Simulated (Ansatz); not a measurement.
# Ta₂C films: biaxial stress and wafer bow

Plane-wave DFT in Ansatz, PBEsol, scalar-relativistic PAW potentials, cutoff 420 eV, no spin-orbit coupling; no spin polarisation. Ta₂C in space group P-3m1, strained equally along a and b of the conventional cell, with c and the atoms relaxed within the symmetry (a film with c along the normal). Stress is the in-plane mean, tension positive.

| strain (%) | stress (GPa) | E − E(0) (meV/atom) |
| --- | --- | --- |
| -3.0 | -19.44 | 46.9 |
| -2.0 | -12.41 | 20.3 |
| -1.0 | -5.93 | 4.9 |
| +0.0 | 0.03 | 0.0 |
| +1.0 | 5.60 | 4.9 |
| +2.0 | 10.67 | 18.9 |
| +3.0 | ? | 41.3 |

Q: Fit the stress, get the biaxial modulus and predict the missing row.

A: A parabola through the given rows is σ = 0.07 + 5.775 ε -0.2400 ε² GPa (ε in %), so M = dσ/dε = 578 GPa at zero. It predicts 15.24 GPa at +3.0 %; the run gave 15.30 GPa. The miss is 0.06 GPa, so the fit holds even one step beyond its range. The negative square term means that the film is stiffer in compression than in tension. The energies check it: E/V = Mε² at small strain, and a cubic fit with V = 13.61 Å³/atom gives M = 577 GPa, in agreement.

Q: How much does a 50 nm film at -0.3 % strain bow a 300 mm Si(001) wafer 775 μm thick?

A: The fit, without its small constant, gives σ = -1.75 GPa. Stoney's formula, κ = 6σt_f/(M_s t_s²) with M_s = 180.5 GPa for Si(001) (literature), gives |κ| = 4.84×10⁻³ m⁻¹ and a bow κr²/2 = 54.5 μm at r = 150 mm, with the film side convex (compression pushes the centre up). This assumes a single-crystal or fully textured, unrelaxed film at 0 K.

The cell has no gap in any row, so the stresses hang on mesh and smearing.

Cost: about 8.2 core-minutes for the runs cited, on Arm Neoverse V1 (shared hosts).

Ta₂C is very stiff in the plane: its biaxial modulus of 578 GPa is far above the 180.5 GPa of the silicon beneath it. The likely source is the mix of Ta 5d–C 2p covalent bonds and metallic Ta–Ta d bonding, both of which in-plane strain must distort, even though c is free to relax and takes up part of the load. The stress rises by less with each step from compression to tension, and the energy is correspondingly higher at -3.0 % than at +3.0 %. This is ordinary bond anharmonicity: short-range repulsion steepens as atoms are pushed together, while bonding overlap weakens as they are pulled apart.

At -0.3 % the quadratic term hardly matters, so the bow is governed by the linear modulus and the assumed strain, and a measured bow would say little about the anharmonicity. The smooth curve shows no stress maximum up to +3.0 %, but it doesn't establish a tensile strength or rule out failure by shear, cracking or delamination.
